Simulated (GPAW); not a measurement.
Crystal: CuO.

```xyz
4
Lattice="3.1795 0.0000 0.0000 -1.5898 2.7536 0.0000 0.0000 0.0000 4.4315" Properties=species:S:1:pos:R:3 pbc="T T T"
Cu    0.0000    0.0000    0.0000
Cu    0.0000    0.0000    2.2157
O     0.0000    1.8357    1.1079
O     1.5898    0.9179    3.3236
```

Measurements of this composition are mostly on another form, of space group No. 15.

| Property | Result |
| --- | --- |
| Program | GPAW 26.7.0 |
| Task | relaxation of cell and atoms |
| Functional | PBE |
| Dispersion | D3 |
| Potentials or basis | GPAW PAW data sets (gpaw-data 1.2.1) |
| Cutoff | 800 eV |
| Basis | pw |
| k mesh | 6 × 6 × 4 |
| Occupations | fermi-dirac, width 0.05 eV |
| Spin | no spin polarisation |

At the start: pressure 3.3 GPa; volume 9.70 Å³/atom.

Question: Where does the relaxation end?

Answer: Over 10 steps the energy falls by 177.3 meV/atom and the volume is 9.50 Å³/atom (-2.0 %); space group P6_3/mmc (No. 194, to 0.05 Å).

The path:
| step | energy change (eV) | largest force (eV/Å) | pressure (GPa) | volume (Å³) |
| --- | --- | --- | --- | --- |
| 1 | 0.0000 | 0.0000 | 3.32 | 38.80 |
| 2 | -0.0740 | 0.0000 | 2.41 | 38.88 |
| 3 | -0.4489 | 0.0000 | -2.49 | 39.34 |
| 4 | -0.6365 | 0.0000 | -5.74 | 39.63 |
| 5 | -0.6778 | 0.0001 | -6.64 | 39.61 |
| 6 | -0.6877 | 0.0001 | -6.16 | 39.41 |
| 7 | -0.7006 | 0.0000 | -4.16 | 38.85 |
| 8 | -0.7075 | 0.0000 | -1.48 | 38.26 |
| 9 | -0.7091 | 0.0000 | -0.05 | 38.01 |
| 10 | -0.7093 | 0.0000 | 0.06 | 38.01 |

Final structure:
```
Cu O
1.0
     2.93901    0.00000    0.00000
    -1.46950    2.54525    0.00000
     0.00000    0.00000    5.08061
Cu O
2 2
Direct
  0.00000 0.00000 0.00000
  0.00000 0.00000 0.50000
  0.33333 0.66667 0.25000
  0.66667 0.33333 0.75000
```

Caveat: the k mesh is coarse (spacing up to 0.38 Å⁻¹), so the values aren't converged; with this Cu data set, volumes or pressures lay over 1.5 % or 2 GPa off other programs in two to four cells of ten; later steps reuse the first step's grids; the run has no spin polarisation, though such a crystal can be magnetic; pairwise dispersion overbinds metals, which lowers pressure and volume.
